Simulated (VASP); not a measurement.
**How uniaxial stress along [111] changes InP (F-43m)**

Strain engineering needs slopes: what does uniaxial stress along [111] do to the lattice and the band edges of InP?

Calculated with VASP 6.6.1; LDA; plane waves and PAW (In_d, P), in the first sound run; inputs show where later runs differ.

**1. The structure**

The structure is cubic, space group F-43m (No. 216). Conventional cell: a = 5.869 Å, b = 5.869 Å, c = 5.869 Å, α = 90.00°, β = 90.00°, γ = 90.00°. Nearest to In lie 4 P at 2.54 Å. Nearest to P lie 4 In at 2.54 Å. Farther neighbours are not listed.

Coordinates:

```xyz
2
Lattice="0.0000 2.9345 2.9345 2.9345 0.0000 2.9345 2.9345 2.9345 0.0000" Properties=species:S:1:pos:R:3 pbc="T T T"
In    0.0000    0.0000    0.0000
P     1.4672    1.4672    1.4672
```

**2. Relax the crystal, LDA**

The series starts from the cell that this level prefers, so that zero strain is near zero stress.

This step took 2 runs in a row; the last is shown.

Level: LDA; plane waves and PAW (In_d, P).

INCAR reads:

```
SYSTEM = InP
PREC = Accurate
ENCUT = 450
EDIFF = 1E-07
NELM = 120
ISMEAR = 0
SIGMA = 0.02
LREAL = .FALSE.
ALGO = Normal
GGA = CA
NBANDS = 15
LORBIT = 11
LWAVE = .FALSE.
LCHARG = .FALSE.
KPAR = 8
IBRION = 2
NSW = 40
ISIF = 3
EDIFFG = -0.005
POTIM = 0.4
```

POSCAR reads:

```
InP
1.0
    0.0000000000      2.9143010113      2.9143010113
    2.9143010113      0.0000000000      2.9143010113
    2.9143010113      2.9143010113      0.0000000000
In P
1 1
Direct
    0.0000000000      0.0000000000      0.0000000000
    0.2500000000      0.2500000000      0.2500000000
```

KPOINTS reads:

```
Automatic mesh
0
Gamma
9 9 9
0 0 0
```

PAW data sets: In_d and P (LDA family, release 64).

Run with:

```console
mpirun -np 8 vasp_std
```

What it wrote:

```text
[banner, memory and clock lines left out]
running    8 mpi-ranks, on    1 nodes
[...]
|                                                                             |
|           W    W    AA    RRRRR   N    N  II  N    N   GGGG   !!!           |
|           W    W   A  A   R    R  NN   N  II  NN   N  G    G  !!!           |
|           W    W  A    A  R    R  N N  N  II  N N  N  G       !!!           |
|           W WW W  AAAAAA  RRRRR   N  N N  II  N  N N  G  GGG   !            |
|           WW  WW  A    A  R   R   N   NN  II  N   NN  G    G                |
|           W    W  A    A  R    R  N    N  II  N    N   GGGG   !!!           |
|                                                                             |
|     For optimal performance we recommend to set                             |
|       NCORE = 2 up to number-of-cores-per-socket                            |
|     NCORE specifies how many cores store one orbital (NPAR=cpu/NCORE).      |
|     This setting can greatly improve the performance of VASP for DFT.       |
[...]
|     Unfortunately you need to use the default for GW and RPA                |
|     calculations (for HF NCORE is supported but not extensively tested      |
|     yet).                                                                   |
|                                                                             |

 LDA part: xc-table for (Slater(with rela. corr.)+CA(PZ))
 , standard interpolation
 POSCAR, INCAR and KPOINTS ok, starting setup
[...]
entering main loop
       N       E                     dE             d eps       ncg     rms          rms(c)
DAV:   1     0.105700725754E+03    0.10570E+03   -0.77610E+03  1050   0.123E+03
DAV:   2    -0.282393448547E+01   -0.10852E+03   -0.10462E+03  1134   0.290E+02
DAV:   3    -0.992338051440E+01   -0.70994E+01   -0.70669E+01  1421   0.768E+01
DAV:   4    -0.101084349037E+02   -0.18505E+00   -0.18500E+00  1282   0.134E+01
[...]
DAV:  11    -0.967374161033E+01   -0.35847E-05   -0.30430E-05  1617   0.873E-02    0.675E-02
DAV:  12    -0.967373927749E+01    0.23328E-05   -0.51617E-06  1337   0.205E-02    0.122E-02
DAV:  13    -0.967373925529E+01    0.22206E-07   -0.42624E-07  1302   0.357E-03
   1 F= -.96737393E+01 E0= -.96737393E+01  d E =-.967374E+01
[...]
reached required accuracy - stopping structural energy minimisation
```

Run time: 3.4 s. Hardware: 8 MPI ranks of Intel Xeon 6975P-C (Granite Rapids), shared host; peak memory 1.2 GiB; 19 s of CPU time.

The logs omit lines about the potential files and the build; timing stands in the text.

OUTCAR, selected parts (step 2):

```text
  Total       -0.0042518     -0.0042518     -0.0042518      0.0000000     -0.0000000      0.0000000
  in kB       -0.1376116     -0.1376116     -0.1376116      0.0000000     -0.0000000      0.0000000
  external PRESSURE =      -0.1376116 kB  Pullay stress =       0.0000000 kB

 POSITION                                       TOTAL-FORCE (eV/Angst)
 -----------------------------------------------------------------------------------
      0.00000      0.00000      0.00000         0.000000      0.000000      0.000000
      1.45715      1.45715      1.45715        -0.000000     -0.000000     -0.000000
 -----------------------------------------------------------------------------------
    total drift:                               -0.000000     -0.000000     -0.000000

  FREE ENERGIE OF THE ION-ELECTRON SYSTEM (eV)
  ---------------------------------------------------
  free  energy   TOTEN  =        -9.6737392553 eV

  energy  without entropy=       -9.6737392553  energy(sigma->0) =       -9.67373926

 reached required accuracy - stopping structural energy minimisation

[... 3 further parts left out ...]
[key lines of the parts left out:]
E-fermi :   5.2894
```

Numbers from this step:

- energy(sigma→0) of the program: -9.6737 eV
- stress, compression positive: -0.01 along [111], -0.01 across it (mean), GPa
- volume: 49.503 Å³
- ionic steps: 1

**3. Strain across the axis, LDA**

One member in full: the axis is strained by 2 %, and the two directions across it are strained alike until their mean stress is under 0.012 GPa or five steps are spent.

This step took 4 runs, each at a new trial strain with the atoms of the one before; the last is shown.

Level: LDA; plane waves and PAW (In_d, P); cell typed or built by script.

Changes to INCAR since step 2:

```diff
@@ -14,7 +14,7 @@
 LCHARG = .FALSE.
-KPAR = 8
-IBRION = 2
-NSW = 40
-ISIF = 3
-EDIFFG = -0.005
-POTIM = 0.4
+KPAR = 2
+IBRION = 1
+NSW = 25
+ISIF = 2
+EDIFFG = -0.004
+POTIM = 0.3
```

POSCAR reads:

```
InP
1.0
    0.0477764370      2.9486988130      2.9486988130
    2.9486988130      0.0477764370      2.9486988130
    2.9486988130      2.9486988130      0.0477764370
In P
1 1
Direct
    0.0013233241      0.0013233241      0.0013233241
    0.2486766759      0.2486766759      0.2486766759
```

KPOINTS is that of step 2.

Run with:

```console
mpirun -np 2 vasp_std
```

What it wrote:

```text
[banner, memory and clock lines left out]
running    2 mpi-ranks, on    1 nodes
[...]
LDA part: xc-table for (Slater(with rela. corr.)+CA(PZ))
 , standard interpolation
 POSCAR, INCAR and KPOINTS ok, starting setup
[...]
entering main loop
       N       E                     dE             d eps       ncg     rms          rms(c)
DAV:   1     0.106259571323E+03    0.10626E+03   -0.78428E+03  2564   0.121E+03
DAV:   2    -0.265583810280E+01   -0.10892E+03   -0.10473E+03  2711   0.293E+02
DAV:   3    -0.990336801132E+01   -0.72475E+01   -0.72072E+01  3355   0.777E+01
DAV:   4    -0.100950673339E+02   -0.19170E+00   -0.19163E+00  3150   0.138E+01
[...]
DAV:  11    -0.966688473726E+01   -0.39954E-05   -0.28327E-05  4014   0.828E-02    0.620E-02
DAV:  12    -0.966688238750E+01    0.23498E-05   -0.50410E-06  3250   0.206E-02    0.112E-02
DAV:  13    -0.966688237161E+01    0.15896E-07   -0.45182E-07  3236   0.374E-03
   1 F= -.96668824E+01 E0= -.96668824E+01  d E =-.966688E+01
 BRION: g(F)=  0.557E-08 g(S)=  0.000E+00
 reached required accuracy - stopping structural energy minimisation
```

Wall time 12 s (2 MPI ranks); peak memory 0.34 GiB; 23 s of CPU time.

From OUTCAR (step 3):

```text
  Total       -0.2358290     -0.2358290     -0.2358290     -0.2345185     -0.2345185     -0.2345185
  in kB       -7.5521580     -7.5521580     -7.5521580     -7.5101897     -7.5101897     -7.5101897
  external PRESSURE =      -7.5521580 kB  Pullay stress =       0.0000000 kB

 POSITION                                       TOTAL-FORCE (eV/Angst)
 -----------------------------------------------------------------------------------
      0.00787      0.00787      0.00787        -0.000179     -0.000179     -0.000179
      1.47843      1.47843      1.47843         0.000179      0.000179      0.000179
 -----------------------------------------------------------------------------------
    total drift:                                0.000118      0.000118      0.000118

  FREE ENERGIE OF THE ION-ELECTRON SYSTEM (eV)
  ---------------------------------------------------
  free  energy   TOTEN  =        -9.6668823716 eV

  energy  without entropy=       -9.6668823716  energy(sigma->0) =       -9.66688237

[... 1 part as in an earlier step ...]

[... 3 further parts left out ...]
[key lines of the parts left out:]
E-fermi :   5.2815
```

This run gave:

* energy(sigma→0) of the program: -9.6669 eV
* stress, compression positive: -2.26 along [111], 0.00 across it (mean), GPa
* ionic steps: 1

**4. Band edges, TB-mBJ with spin-orbit coupling**

Short lines in KPOINTS_OPT sample the zone centre along and across the axis, for masses, and the other valleys.

Level: TB-mBJ, spin-orbit coupling; plane waves and PAW (In_d, P); cell typed or built by script.

TB-mBJ has no energy functional, so the total energy, stress and pressure in this output mean nothing.

INCAR reads:

```
SYSTEM = InP
PREC = Accurate
ENCUT = 450
EDIFF = 1E-06
NELM = 150
ISMEAR = 0
SIGMA = 0.02
LREAL = .FALSE.
ALGO = Normal
METAGGA = MBJ
LASPH = .TRUE.
LNONCOLLINEAR = .TRUE.
MAGMOM = 0 0 0 0 0 0
NBANDS = 28
GGA_COMPAT = .FALSE.
LSORBIT = .TRUE.
LWAVE = .FALSE.
LCHARG = .FALSE.
KPAR = 2
```

POSCAR is that of step 3.

KPOINTS reads:

```
Automatic mesh
0
Gamma
7 7 7
0 0 0
```

KPOINTS_OPT reads:

```
Line mode
6
Line-mode
Reciprocal
  0.00000000   0.00000000   0.00000000
  0.02731455   0.02731455   0.02731455

  0.00000000   0.00000000   0.00000000
 -0.01632342   0.01632342   0.00000000

  0.31000000   0.31000000   0.00000000
  0.50000000   0.50000000   0.00000000

  0.00000000   0.31000000   0.31000000
  0.00000000   0.50000000   0.50000000

  0.45000000   0.45000000   0.45000000
  0.50000000   0.50000000   0.50000000

  0.45000000   0.00000000   0.00000000
  0.50000000   0.00000000   0.00000000

  0.42500000   0.42500000   0.00000000
  0.42538019   0.44846500   0.02346500

  0.50000000   0.50000000   0.50000000
  0.48367658   0.51632342   0.50000000
```

Run with:

```console
mpirun -np 2 vasp_ncl
```

What it wrote:

```text
[banner, memory and clock lines left out]
running    2 mpi-ranks, on    1 nodes
[...]
|                                                                             |
|               ----> ADVICE to this user running VASP <----                  |
|                                                                             |
|     You enforced a specific xc type in the INCAR file but a different       |
|     [... a line on the potential file left out ...]
|     I HOPE YOU KNOW WHAT YOU ARE DOING!                                     |
|                                                                             |

 LDA part: xc-table for (None), standard interpolation
 POSCAR, INCAR and KPOINTS ok, starting setup
[...]
entering main loop
       N       E                     dE             d eps       ncg     rms          rms(c)
DAV:   1     0.717949918640E+02    0.71795E+02   -0.73103E+03  4704   0.131E+03
DAV:   2    -0.675577388584E+02   -0.13935E+03   -0.13405E+03  4756   0.347E+02
DAV:   3    -0.821189895219E+02   -0.14561E+02   -0.14334E+02  5820   0.127E+02
DAV:   4    -0.827346499328E+02   -0.61566E+00   -0.61389E+00  5864   0.260E+01
[...]
DAV:  46    -0.809206734039E+02    0.18313E-05   -0.40312E-11  2472   0.764E-05    0.300E-05
DAV:  47    -0.809206714082E+02    0.19957E-05   -0.30773E-11  2472   0.481E-05    0.103E-05
DAV:  48    -0.809206722067E+02   -0.79857E-06   -0.21957E-11  2472   0.560E-05
   1 F= -.80920672E+02 E0= -.80920672E+02  d E =-.398900E-26  mag=     0.0000     0.0000    -0.0000
 Start KPOINTS_OPT (optional k-point list driver)
k-point batch [1-48\48]
       N       E                     dE             ncg
DAV:   1     0.381178893167E+04   -0.13710E+05     2688
DAV:   2    -0.292223937456E+04   -0.67340E+04     2728
DAV:   3    -0.371933582829E+04   -0.79710E+03     3388
DAV:   4    -0.375309562279E+04   -0.33760E+02     3224
DAV:   5    -0.375574718973E+04   -0.26516E+01     5172
DAV:   6    -0.375576873761E+04   -0.21548E-01     3736
DAV:   7    -0.375576973397E+04   -0.99636E-03     4868
DAV:   8    -0.375576975524E+04   -0.21265E-04     3856
DAV:   9    -0.375576975595E+04   -0.71793E-06     2372
```

It took 5.6 min on 2 MPI ranks; peak memory 0.93 GiB.

OUTCAR, selected parts (step 4):

```text
  LATTYP: Found a trigonal (rhomboedric) cell.
 ALAT       =     4.1703635294
 COS(alpha) =     0.5161348005

 Subroutine GETGRP returns: Found  6 space group operations
 (whereof  6 operations were pure point group operations)

The static configuration has the point symmetry C_3v.

 Found     84 irreducible k-points:

   k-points           NKPTS =     84   k-points in BZ     NKDIM =     84   number of bands    NBANDS=     28

   dimension x,y,z NGX =    30 NGY =   30 NGZ =   30
   dimension x,y,z NGXF=    60 NGYF=   60 NGZF=   60

   ENCUT  =  450.0 eV  33.07 Ry    5.75 a.u.   7.21  7.21  7.21*2*pi/ulx,y,z

   NELECT =      18.0000    total number of electrons

 E-fermi :   5.4353

 k-point     1 :       0.0000    0.0000    0.0000
  band No.  band energies     occupation
    ...
     14       5.0837      1.00000
     15       5.2462      1.00000
     16       5.2462      1.00000
     17       5.2933      1.00000
     18       5.2933      1.00000
     19       6.8860      0.00000
     20       6.8860      0.00000
     21       9.6284      0.00000
     22       9.6284      0.00000
     23      10.0443      0.00000
    ...

 k-point     2 :       0.1429    0.0000   -0.0000
  band No.  band energies     occupation
    ...
     14       3.7036      1.00000
     15       4.8955      1.00000
     16       4.8958      1.00000
     17       5.0486      1.00000
     18       5.0578      1.00000
     19       7.6949      0.00000
     20       7.6972      0.00000
     21       9.9607      0.00000
     22      10.0347      0.00000
     23      10.2584      0.00000
    ...

  Total      -70.0885384    -70.0885384    -70.0885384     -0.2660812     -0.2660812     -0.2660812
  in kB    -2244.5061280  -2244.5061280  -2244.5061280     -8.5209484     -8.5209484     -8.5209484
  external PRESSURE =   -2244.5061280 kB  Pullay stress =       0.0000000 kB

 POSITION                                       TOTAL-FORCE (eV/Angst)
 -----------------------------------------------------------------------------------
      0.00787      0.00787      0.00787        -0.084798     -0.084798     -0.084798
      1.47843      1.47843      1.47843         0.084798      0.084798      0.084798
 -----------------------------------------------------------------------------------
    total drift:                               -0.045838     -0.045838     -0.045838

  FREE ENERGIE OF THE ION-ELECTRON SYSTEM (eV)
  ---------------------------------------------------
  free  energy   TOTEN  =       -80.9206722067 eV

  energy  without entropy=      -80.9206722067  energy(sigma->0) =      -80.92067221

 Spin-Orbit-Coupling matrix elements
 Ion:    1  E_soc:     -0.0679255
 Ion:    2  E_soc:     -0.0011130

[... 1 part as in an earlier step ...]

[... 7 further parts left out ...]
```

**5. The table**

LASPH is off in runs at LDA and on in runs at TB-mBJ.

Runs beyond LDA use the data sets made with LDA; this shifts their levels slightly, and their total energies have another zero (at TB-mBJ, which has no energy functional, they mean nothing).

The other members went through these steps as far as the tables show, with the same cutoff and, step by step, the same mesh; 36 runs are not shown. The session took 1.7 core hours (wall time by ranks) on a shared machine.

| strain along the axis (%) | strain across the axis (%) | stress along the axis, tension positive (GPa) | energy above the unstrained row (meV/atom) | gap on the mesh, LDA (eV) |
| --- | --- | --- | --- | --- |
| -2.000 | 0.488 | -2.218 | 3.525 | 0.535 |
| -1.500 | 0.362 | -1.667 | 1.988 | 0.554 |
| -1.000 | 0.240 | -1.108 | 0.898 | 0.571 |
| -0.500 | 0.111 | -0.566 | 0.238 | 0.589 |
| 0 | -0.010 | 0.009 | 0.000 | 0.602 |
| 0.500 | -0.123 | 0.585 | 0.211 | 0.573 |
| 1.000 | -0.235 | 1.144 | 0.857 | 0.541 |
| 1.500 | -0.348 | 1.705 | 1.924 | 0.508 |
| 2.000 | -0.459 | 2.257 | 3.427 | 0.473 |

Slopes at zero strain, from cubics through all rows: strain ratio -0.236, stress over strain 113 GPa.

Band edges at TB-mBJ with spin-orbit coupling, counted from the valence-band top at Γ, spin-orbit pairs averaged, with one row partly withheld:

| strain along the axis (%) | gap (eV) | conduction band at Γ (eV) | Δ or X valley along z (eV) | Δ or X valley along x (eV) | lowest conduction level at L, [111] (eV) | lowest conduction level at L, [-111] (eV) | second valence level below the top (eV) | third valence level below the top (eV) |
| --- | --- | --- | --- | --- | --- | --- | --- | --- |
| -2.000 | 1.672 | 1.672 | 2.292 | 2.292 | 2.035 | 2.326 | 0.147 | 0.214 |
| -1.500 | 1.692 | 1.692 | 2.338 | 2.338 | ? | 2.329 | 0.107 | 0.176 |
| -1.000 | 1.709 | 1.709 | 2.379 | 2.379 | 2.186 | 2.330 | 0.069 | 0.140 |
| -0.500 | 1.723 | 1.723 | 2.414 | 2.414 | 2.260 | 2.330 | 0.031 | 0.108 |
| 0 | 1.727 | 1.727 | 2.437 | 2.437 | 2.324 | 2.323 | 0.000 | 0.087 |
| 0.500 | 1.698 | 1.698 | 2.427 | 2.427 | 2.356 | 2.285 | 0.023 | 0.106 |
| 1.000 | 1.665 | 1.665 | 2.412 | 2.412 | 2.388 | 2.246 | 0.036 | 0.135 |
| 1.500 | 1.630 | 1.630 | 2.392 | 2.392 | 2.420 | 2.207 | 0.043 | 0.171 |
| 2.000 | 1.593 | 1.593 | 2.369 | 2.369 | 2.451 | 2.167 | 0.047 | 0.210 |

Conduction masses, in electron masses:

| strain along the axis (%) | conduction mass at Γ, along the strain axis or the normal of the plane | conduction mass at Γ, across the strain axis or in the plane | L [111] mass, longitudinal | L [111] mass, transverse along [1-10] |
| --- | --- | --- | --- | --- |
| -2.000 | 0.144 | 0.125 | 1.968 | 0.172 |
| -1.500 | 0.140 | 0.126 | 1.972 | 0.173 |
| -1.000 | 0.136 | 0.126 | 2.063 | 0.174 |
| -0.500 | 0.132 | 0.127 | 2.106 | 0.175 |
| 0 | 0.128 | 0.128 | 2.139 | 0.175 |
| 0.500 | 0.124 | 0.129 | 2.192 | 0.176 |
| 1.000 | 0.120 | 0.130 | 2.233 | 0.177 |
| 1.500 | 0.116 | 0.130 | 2.284 | 0.178 |
| 2.000 | 0.112 | 0.130 | 2.294 | 0.178 |

**6. Fit and prediction**

The quantity to fit is the splitting of the lowest conduction levels at the L points ([111] less [-111]) at TB-mBJ with spin-orbit coupling: -0.292, -0.145, -0.071, 0.001, 0.071, 0.143, 0.213, 0.284 eV in the rows shown.

A least-squares parabola through the 8 rows shown, with d the strain along the axis less the strain across it, in %: E = − 3.41e-4 d² + 0.1162 d − 1.98e-4 (eV), r.m.s. residual 4.0e-4 eV.

For the withheld row, d = -1.862, the fit gives -0.2177 eV.

**7. Checking the prediction**

The calculation gives -0.2179 eV, so the prediction is 0.0002 eV too high.

The splitting is Ξu times 8/9 of d, with d as a fraction, so the linear term gives Ξu = 13.1 eV.

**8. Results**

```json
{
 "Poisson ratio": "0.236",
 "Young's modulus along the axis": "113 GPa",
 "gap of the unstrained cell, TB-mBJ with spin-orbit coupling": "1.73 eV",
 "shear deformation potential Ξu of the lowest conduction levels at L": "13.1 eV",
 "error of the predicted row": "0.2 meV"
}
```

What this shows: As a check, the curvature of the energy gives 112 GPa for the same modulus (energy per volume = E/2 × strain²), 1 % from the slope of the stress. At TB-mBJ with spin-orbit coupling the lowest conduction valley is Γ throughout, and the gap runs between 1.59 and 1.73 eV. Hole masses are left out throughout, since the top bands are degenerate or cross in many series; of conduction masses, those of the Γ, L and (for Si and Ge under (001) strain) Δ valleys are kept where they change by under an eighth between rows. TB-mBJ is a potential fitted for gaps; it has no energy functional, so its total energies and forces mean nothing, and its bands tend to come out too narrow. Δ or X levels are the lowest on their line, refined by a parabola unless they lie at X; the gap is read from all points sampled and can differ from the lowest valley by some meV, or by tens of meV where strain moves the valence top off Γ. Temperature, zero-point motion and excitons are left out.

[Lines on the potential files, build, host, timing and source positions are cut from VASP's logs without a mark.]

[Logs are printed without paths, hosts, clocks, repeated set-up lines and the standing remarks that a program may print on its own settings, such as how far it seeks lower states.]

[Hosts, paths, dates, database ids (printed as entryN), source tags and the programs' standing remarks are cut or masked in the printed files.]

[In band tables of VASP the shares of atoms and orbitals are scaled to a sum of 1 inside the atoms' spheres.]
